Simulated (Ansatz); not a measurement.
# SnSe: the cost of one run

Method: DFT PBE, scalar-relativistic, plane waves, PAW, in Ansatz 0.2.0.

### Step 1. The starting structure

It takes space group P4/nmm (No. 129, tetragonal). The conventional cell has a = 4.285 Å, b = 4.285 Å, c = 10.991 Å, α = 90.00°, β = 90.00°, γ = 90.00°. Around Sn (site symmetry 4mm) lie 5 Se at 2.68 to 3.03 Å. Se (site symmetry 4mm) has 5 Sn at 2.68 to 3.03 Å as nearest neighbours.

Structure file:

```xyz
32
Lattice="-8.5707 8.5707 0.0000 8.5707 8.5707 0.0000 4.2853 -4.2853 -10.9907" Properties=species:S:1:pos:R:3 pbc="T T T"
Sn   -2.1427    4.2853   -6.8996
Sn    2.1427    0.0000   -6.8996
Sn   -2.1427    8.5707   -6.8996
Sn    2.1427    4.2853   -6.8996
Sn    6.4280    4.2853   -6.8996
Sn    2.1427    8.5707   -6.8996
Sn    6.4280    8.5707   -6.8996
Sn    2.1427   12.8560   -6.8996
Sn   -4.2853    6.4280   -4.0911
Sn    0.0000    2.1427   -4.0911
Sn    4.2853    2.1427   -4.0911
Sn    0.0000    6.4280   -4.0911
Sn    4.2853    6.4280   -4.0911
Sn    0.0000   10.7133   -4.0911
Sn    4.2853   10.7133   -4.0911
Sn    8.5707    6.4280   -4.0911
Se   -2.1427    4.2853   -4.2200
Se    2.1427    0.0000   -4.2200
Se   -2.1427    8.5707   -4.2200
Se    2.1427    4.2853   -4.2200
Se    6.4280    4.2853   -4.2200
Se    2.1427    8.5707   -4.2200
Se    6.4280    8.5707   -4.2200
Se    2.1427   12.8560   -4.2200
Se   -4.2853    6.4280   -6.7707
Se    0.0000    2.1427   -6.7707
Se    4.2853    2.1427   -6.7707
Se    0.0000    6.4280   -6.7707
Se    4.2853    6.4280   -6.7707
Se    0.0000   10.7133   -6.7707
Se    4.2853   10.7133   -6.7707
Se    8.5707    6.4280   -6.7707
```

The runs take a perfect supercell of 32 atoms; the defect goes to fractional position (0.689, 0.125, 0.628).

### Step 2. The perfect supercell

The input, input.yaml:

```yaml
crystal:
  lattice:
    - [-8.570654, 8.570654, 0.0]
    - [8.570655, 8.570655, 0.0]
    - [4.285327, -4.285327, -10.990692]
  atoms:
    - { symbol: Sn, position: [0.688885, 0.125, 0.62777] }
    - { symbol: Sn, position: [0.188885, 0.125, 0.62777] }
    - { symbol: Sn, position: [0.938885, 0.375, 0.62777] }
    - { symbol: Sn, position: [0.438885, 0.375, 0.62777] }
    - { symbol: Sn, position: [0.188885, 0.625, 0.62777] }
    - { symbol: Sn, position: [0.688885, 0.625, 0.62777] }
    - { symbol: Sn, position: [0.438885, 0.875, 0.62777] }
    - { symbol: Sn, position: [0.938885, 0.875, 0.62777] }
    - { symbol: Sn, position: [0.811115, 0.125, 0.37223] }
    - { symbol: Sn, position: [0.311115, 0.125, 0.37223] }
    - { symbol: Sn, position: [0.061115, 0.375, 0.37223] }
    - { symbol: Sn, position: [0.561115, 0.375, 0.37223] }
    - { symbol: Sn, position: [0.311115, 0.625, 0.37223] }
    - { symbol: Sn, position: [0.811115, 0.625, 0.37223] }
    - { symbol: Sn, position: [0.561115, 0.875, 0.37223] }
    - { symbol: Sn, position: [0.061115, 0.875, 0.37223] }
    - { symbol: Se, position: [0.56698, 0.125, 0.38396] }
    - { symbol: Se, position: [0.06698, 0.125, 0.38396] }
    - { symbol: Se, position: [0.81698, 0.375, 0.38396] }
    - { symbol: Se, position: [0.31698, 0.375, 0.38396] }
    - { symbol: Se, position: [0.06698, 0.625, 0.38396] }
    - { symbol: Se, position: [0.56698, 0.625, 0.38396] }
    - { symbol: Se, position: [0.31698, 0.875, 0.38396] }
    - { symbol: Se, position: [0.81698, 0.875, 0.38396] }
    - { symbol: Se, position: [0.93302, 0.125, 0.61604] }
    - { symbol: Se, position: [0.43302, 0.125, 0.61604] }
    - { symbol: Se, position: [0.18302, 0.375, 0.61604] }
    - { symbol: Se, position: [0.68302, 0.375, 0.61604] }
    - { symbol: Se, position: [0.43302, 0.625, 0.61604] }
    - { symbol: Se, position: [0.93302, 0.625, 0.61604] }
    - { symbol: Se, position: [0.68302, 0.875, 0.61604] }
    - { symbol: Se, position: [0.18302, 0.875, 0.61604] }
basis:
  ecutwfc: 420
  fft_grid_basis: typed
kpoints:
  mp_grid: { grid: [1, 1, 1] }
hamiltonian:
  xc: pbe
scf:
  occupations: { method: gaussian, width: 0.05 }
output:
  forces: true
  stress: false
  eigenvalues: true
  bader: false
  write_density: true
  volumetric_format: npy
```

Command:

```sh
$ ansatz run input.yaml --threads 4 --pin off --max-ram 10240MiB --backend cpu --events-out ev --progress --plain --runs-dir out
```

What time and memory should one allow on 4 threads of Arm Neoverse V2, shared host?

About 7.6 s, with a peak of 1.8 GiB.
